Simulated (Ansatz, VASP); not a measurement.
## TaN: VASP beside Ansatz

Contents of INCAR:

```
  PREC = Accurate
  ENCUT = 520
  EDIFF = 1E-6
  ISMEAR = 0
  SIGMA = 0.15
  LREAL = F
  LASPH = T
  NELM = 80
  ALGO = Normal
  ISIF = 2
  LWAVE = F
  LCHARG = F
  GGA = PS
  NBANDS = 15
```

The input KPOINTS:

```
Automatic mesh
0
Gamma
  24 24 18
```

POSCAR

```
TaN
1.0
    2.9379988584      0.0000000000      0.0000000000
   -1.4689994292      2.5443816477      0.0000000000
    0.0000000000      0.0000000000      2.8830000000
Ta N
1 1
Direct
    0.3333333333      0.6666666667      0.5000000000
    0.0000000000      0.0000000000      0.0000000000
```

Input for Ansatz:

```yaml
crystal:
  lattice:
    - [2.9379988584, 0.0, 0.0]
    - [-1.4689994292, 2.5443816477, 0.0]
    - [0.0, 0.0, 2.883]
  atoms:
    - { symbol: Ta, position: [0.3333333333, 0.6666666667, 0.5] }
    - { symbol: "N", position: [0.0, 0.0, 0.0] }
basis:
  ecutwfc: 420
kpoints:
  mp_grid: { grid: [24, 24, 18] }
hamiltonian:
  xc: pbesol
scf:
  occupations: { method: gaussian, width: 0.15 }
output:
  forces: true
  stress: true
  eigenvalues: true
  write_density: true
  write_potential: true
  elf: true
  volumetric_format: npy
```

Alike in both runs: task single point; functional PBEsol; k mesh 24 × 24 × 18; occupations gaussian, width 0.15 eV; no spin polarisation.

```csv
,VASP,Ansatz
version,VASP 6.6.1,Ansatz 0.2.0
potentials or method,"VASP PAW PBE potentials, release 64 (Ta_pv, N)","scalar-relativistic, plane waves, PAW"
plane-wave cutoff (eV),520,420
valence electrons in the cell,16,18
```

|  | VASP | Ansatz | Ansatz less VASP |
| --- | --- | --- | --- |
| gap on the k mesh at the Fermi level (eV) | none | none | - |
| pressure (GPa) | -4.1 | -4.9 | -0.78 |
| largest component of the traceless stress (GPa) | 0.02 | 0.15 | +0.130 |

A gap of «none» marks a metal or a gap that the smearing closes. The functional is the same, so the differences come from potentials, cutoffs and numerics. The two sets of potentials don't hold the same shells in valence.

Caveats: the PAW data sets were made with another functional, which shifts forces and pressure a little (VASP). The runs have no spin-orbit coupling, so splittings on Ta are missing.
